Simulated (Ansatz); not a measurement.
Level of theory: DFT PBE, scalar-relativistic, plane waves, PAW (Ansatz). Settings: cutoff 420 eV, Γ-centred meshes spaced at most about 0.3 Å⁻¹, and about 0.25 Å⁻¹ or finer for metals (2π included), Gaussian smearing. No spin polarisation in the final relaxations.

Temperature and zero-point effects are left out. Lower structures may exist.

Question: Which of these relaxed structures of CoSi is the lowest in energy?
A.

Space group P4/nmm:1 (No. 129). a = 3.645 Å, b = 3.645 Å, c = 3.279 Å, α = 90.00°, β = 90.00°, γ = 90.00°
```tsv
atom	site	symmetry	x	y	z
Co	2c	4mm	0.5000	0.0000	0.9447
Si	2b	-4m2	0.0000	0.0000	0.5000
```

B.

Space group F-43m (No. 216). a = 5.087 Å, b = 5.087 Å, c = 5.087 Å, α = 90.00°, β = 90.00°, γ = 90.00°
```csv
atom,site,symmetry,x,y,z
Co,4d,-43m,0.2500,0.2500,0.7500
Si,4a,-43m,0.0000,0.0000,0.0000
```

C.

Space group P2_13 (No. 198). a = 4.431 Å, b = 4.431 Å, c = 4.431 Å, α = 90.00°, β = 90.00°, γ = 90.00°
```
atom  site  symmetry       x       y       z
  Co    4a       .3. 0.1450  0.1450  0.1450
  Si    4a       .3. 0.8432  0.8432  0.8432
```

Answer: C. It has the FeSi (B20) type, space group P2_13 (No. 198); the next, A, with Co and Si ordered on fcc sites, space group P4/nmm (No. 129), lies 201 meV/atom higher. Counting Si atoms around Co (those within 1.25 times the shortest such distance or 1.15 times the sum of covalent radii, 1.27 where that leaves under three; a plus sign parts nearer from farther groups), the lowest has Co 7 and the next has Co 4+4.

The P2_13 cell at 10.9 Å³/atom was relaxed from a cell as deposited in COD. Trial moments died out on the coarse mesh in P2_13, P4/nmm and F-43m; another magnetic start might hold. With atoms moved at random, P2_13 came back. Other cells relaxed within their symmetry can be saddle points. Some candidate types were left out of the draw beforehand, so a known form may be missing.
